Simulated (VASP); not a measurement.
Crystal: LiCl.

```
Cl Li
1.0
     0.00000    2.56477    2.56477
     2.56477    0.00000    2.56477
     2.56477    2.56477    0.00000
Cl Li
1 1
Direct
  0.50000 0.50000 0.50000
  0.00000 0.00000 0.00000
```

Base run:

| Item | Value |
| --- | --- |
| Program | VASP 6.6.1 |
| Functional | PBE0 |
| Potentials or basis | VASP PAW PBE potentials, release 64 (Cl, Li_sv) |
| Cutoff | 520 eV |
| k mesh | 6 × 6 × 6 |
| Occupations | gaussian, width 0.02 eV |
| Spin | no spin polarisation |

Its results: band gap on the k mesh 8.45 eV, direct.

After a change of settings the same cell gave: band gap on the k mesh 7.49 eV, direct. Which change was it?
A. functional from PBE0 to HSE06
B. functional from PBE0 to r2SCAN-EpsX
C. functional from PBE0 to HSE03

C.

Not every run made on this cell is shown here.
